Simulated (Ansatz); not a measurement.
Two G0W0 runs on SiC (Moissanite).

```xyz
12
Lattice="3.0810 0.0000 0.0000 -1.5405 2.6682 0.0000 0.0000 0.0000 15.1248" Properties=species:S:1:pos:R:3 pbc="T T T"
Si    0.0000    0.0000    0.0000
Si    0.0000    0.0000    7.5624
Si    0.0000    1.7788    2.5168
Si    1.5405    0.8894   10.0792
Si    1.5405    0.8894    5.0350
Si    0.0000    1.7788   12.5974
C     0.0000    1.7788    0.6231
C     1.5405    0.8894    8.1855
C     1.5405    0.8894    3.1460
C     0.0000    1.7788   10.7084
C     0.0000    0.0000    5.6658
C     0.0000    0.0000   13.2282
```

The cell and positions come from the Crystallography Open Database and are kept as given unless a step says otherwise. PAW set soft_2, made with PBE.

The first (Ansatz 0.2.0; start PBE, 6×6×2 mesh, 265 empty bands, screening to 96 eV; 1 × NVIDIA H100 80GB HBM3 (shared by 6 runs) with 3 threads of AMD EPYC 7R13 (Zen 3), shared host) gave, on its mesh: starting gap 2.01 eV, G0W0 gap 2.71 eV, RPA ε∞ (mean) 6.99, 44 s.

The second gave: starting gap 2.01 eV, G0W0 gap 2.68 eV, RPA ε∞ (mean) 6.99, 33 s.

What was changed in the input? Choose among start, files, mesh, bands and cutoff, frequency model or another key.

Changed: frequency model from contour deformation to plasmon pole. The starting gap stayed, which rules out the functional and points to the GW step. Other changes could give like numbers; this is the one that was made.

Limits: not at the basis limit.

[Paths, hosts, dates, memory and timing lines, banners, echoed tables and standing remarks are left out of the program output.]

[Logs are printed without paths, hosts, clocks, repeated set-up lines and the standing remarks that a program may print on its own settings, such as how far it seeks lower states.]

[Runs of the session that timed out or met a known fault of the program may be left out.]

[Cells called generated may have been cut or substituted from an entry of the Crystallography Open Database or the Materials Project.]

[Hosts, paths, dates, database ids (printed as entryN), source tags and the programs' standing remarks are cut or masked in the printed files.]
